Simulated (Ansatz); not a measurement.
BeO:
```cif
data_Be2O2
_chemical_formula_sum 'Be2 O2'
_space_group_name_H-M_alt 'P63mc'
_space_group_IT_number 186
_space_group_name_Hall 'P 6c -2c'
_cell_length_a 2.69043
_cell_length_b 2.69043
_cell_length_c 4.36993
_cell_angle_alpha 90.000
_cell_angle_beta 90.000
_cell_angle_gamma 120.000
loop_
_atom_site_label
_atom_site_type_symbol
_atom_site_symmetry_multiplicity
_atom_site_Wyckoff_symbol
_atom_site_fract_x
_atom_site_fract_y
_atom_site_fract_z
_atom_site_occupancy
Be1 Be 2 b 0.66667 0.33333 0.00013 1
O1 O 2 b 0.66667 0.33333 0.37787 1
```

Relaxed with r²SCAN.

Problem. Decompose the optical modes at the zone centre into irreducible representations, and say which are infrared and Raman allowed.

Solution. Point group 6mm: Γ_opt = A1 + 2B1 + E1 + 2E2. Infrared: A1, E1. Raman: A1, E1, E2.

Problem. Assign frequencies (DFPT, r²SCAN (plane waves, PAW; program Ansatz); without the LO–TO term).

Solution. E2 340, A1 695, E2 695, B1 722, E1 736, B1 897 cm⁻¹.

Subscripts of B labels follow the axes of the standard setting.

Space group P6_3mc (wurtzite). The cell was relaxed with r²SCAN under the symmetry of its start; phonons on a q-mesh show no instability.

Potentials: the later of the program's two PAW sets.
